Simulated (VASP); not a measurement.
A run of VASP 6.6.1 is set up as follows.

Contents of POSCAR:

```
PbSe
1.0
    0.0000000000      3.0621500000      3.0621500000
    3.0621500000      0.0000000000      3.0621500000
    3.0621500000      3.0621500000      0.0000000000
Pb Se
1 1
Direct
    0.0000000000      0.0000000000      0.0000000000
    0.5000000000      0.5000000000      0.5000000000
```

The input INCAR.step1:

```
PREC = Accurate ; ENCUT = 520
EDIFF = 1E-5 ; ISMEAR = 0
SIGMA = 0.02 ; LREAL = False
LASPH = True ; NELM = 80
ALGO = Normal ; ISIF = 2
LWAVE = True ; LCHARG = False
MAGMOM = 0 0 0 0 0 0 ; LORBIT = 11
LSORBIT = True ; GGA_COMPAT = False
GGA = PE
```

File INCAR.step2:

```
PREC = Accurate ; ENCUT = 520
EDIFF = 1E-6 ; ISMEAR = 0
SIGMA = 0.02 ; LREAL = False
LASPH = True ; NELM = 80
ALGO = Normal ; ISIF = 2
LWAVE = False ; LCHARG = False
MAGMOM = 0 0 0 0 0 0 ; LORBIT = 11
LSORBIT = True ; GGA_COMPAT = False
METAGGA = MBJ ; ISTART = 1
```

Contents of KPOINTS:

```
Automatic mesh
0
Gamma
  8 8 8
```

Potentials or basis: VASP PAW PBE potentials, release 64 (Pb_d, Se).

Command:

```bash
$ cat potpaw_PBE.64/Pb_d/POTCAR potpaw_PBE.64/Se/POTCAR > POTCAR
$ cp INCAR.step1 INCAR
$ mpirun -np 1 vasp_ncl > vasp.out
$ cp INCAR.step2 INCAR
$ mpirun -np 1 vasp_ncl > vasp.out
```

Question: What does it give for the net moment?

Answer: 0.00 μB per cell.

Moments on the atoms (μB; x, y, z):
```
Pb  0.00 0.00 0.00
Se  0.00 0.00 0.00
```
